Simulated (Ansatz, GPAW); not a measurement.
**One calculation of HfN, 3 ways**

```xyz
2
Lattice="0.0000 2.2560 2.2560 2.2560 0.0000 2.2560 2.2560 2.2560 0.0000" Properties=species:S:1:pos:R:3 pbc="T T T"
Hf    0.0000    0.0000    0.0000
N     2.2560    2.2560    2.2560
```

Alike in all runs: task single point; functional PBE; k mesh 10 × 10 × 10; occupations gaussian, width 0.011 eV; no spin polarisation; no spin-orbit coupling. Pressure is positive in compression and, in plane waves, holds the error of the finite cutoff, which Ansatz's Pulay term estimates and takes out.

| program and potentials | plane-wave cutoff (eV) | notes | band gap (eV) | pressure (GPa) |
| --- | --- | --- | --- | --- |
| Ansatz, Ansatz PAW | 420 | 15.5 valence electrons an atom on average; Pulay term of +0.50 GPa included | no gap | 6.59 |
| Ansatz, all-electron LAPW, scalar-relativistic | - | - | ? | ? |
| GPAW, GPAW PAW data sets (gpaw-data 1.2.1) | 800 | 8.5 valence electrons an atom on average | no gap | 6.71 |

Task: Estimate from the other rows what the run with Ansatz, all-electron LAPW, scalar-relativistic gave.

Result: No band gap; pressure 6.66 GPa. The other rows, which needn't bracket it: pressure 6.59 to 6.71.
